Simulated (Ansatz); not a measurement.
# TaSi2: the cost of one run

Program: Ansatz 0.2.0. Level of theory: DFT PBEsol, scalar-relativistic, plane waves, PAW. These are calculated values, not measurements.

7 further runs of the same task are left out: 7 set aside as unsound or not needed.

## (1) The system as given

It takes space group P6_422 (No. 181, hexagonal). The conventional cell has a = 4.784 Å, b = 4.784 Å, c = 6.570 Å, α = 90.00°, β = 90.00°, γ = 120.00°. Ta (site symmetry 222) is surrounded by 10 Si at 2.61 to 2.83 Å. Si (site symmetry 2) has 5 Si at 2.56 to 2.83 Å and 5 Ta at 2.61 to 2.83 Å as nearest neighbours.

Coordinates:

```
CELL_PARAMETERS angstrom
4.78390 0.00000 0.00000
-2.39195 4.14298 0.00000
0.00000 0.00000 6.57000
ATOMIC_POSITIONS crystal
Ta 0.50000 0.00000 0.00000
Ta 0.50000 0.50000 0.66667
Ta 0.00000 0.50000 0.33333
Si 0.15897 0.31794 0.00000
Si 0.84103 0.15897 0.66667
Si 0.68206 0.84103 0.33333
Si 0.84103 0.68206 0.00000
Si 0.15897 0.84103 0.66667
Si 0.31794 0.15897 0.33333
```

Source of the structure: the Crystallography Open Database.

## (5) Plan of the scan

Atoms count from 1 in the order of the input.

One atom moved over a plane, all else fixed.

- shift of Ta1 along [1 0 0]: 11 values from −1.070 to 1.070 Å
- shift of Ta1 along [0 0 1]: 11 values from −1.070 to 1.070 Å

Nothing else is relaxed (all other atoms fixed). Energies count from the relaxed crystal. Points are written as (first, second).

(The set-up runs are not shown.)

## (6) Point (−0.642 Å, −0.214 Å)

File input.yaml:

```yaml
crystal:
  lattice:
    - [4.7613605622, 0.0, 0.0]
    - [-2.3806802811, 4.1234592035, 0.0]
    - [0.0, 0.0, 6.558120441]
  atoms:
    - { symbol: Ta, position: [0.3651645907, 0.0, -0.0326313007] }
    - { symbol: Ta, position: [0.5, 0.5, 0.6666666667] }
    - { symbol: Ta, position: [0.0, 0.5, 0.3333333333] }
    - { symbol: Si, position: [0.1592624125, 0.3185248251, 0.0] }
    - { symbol: Si, position: [0.8407375875, 0.1592624125, 0.6666666667] }
    - { symbol: Si, position: [0.6814751749, 0.8407375875, 0.3333333333] }
    - { symbol: Si, position: [0.8407375875, 0.6814751749, 0.0] }
    - { symbol: Si, position: [0.1592624125, 0.8407375875, 0.6666666667] }
    - { symbol: Si, position: [0.3185248251, 0.1592624125, 0.3333333333] }
basis:
  ecutwfc: 420
kpoints:
  mp_grid: { grid: [9, 9, 6] }
hamiltonian:
  xc: pbesol
  pseudopotentials: { kind: paw, azcp: { folder: soft_1 } }
scf:
  occupations: { method: gaussian, width: 0.15 }
output:
  forces: true
  stress: true
  eigenvalues: true
```

The run is started by

```
ansatz run input.yaml --threads 4 --pin off --max-ram 8192MiB --backend cpu --events-out ev --progress --plain --runs-dir out
```

**Question.** How long does this run take on 4 threads of Arm Neoverse V2, shared host, and how much memory does it need?

About 28 s, with a peak of 1.1 GiB.
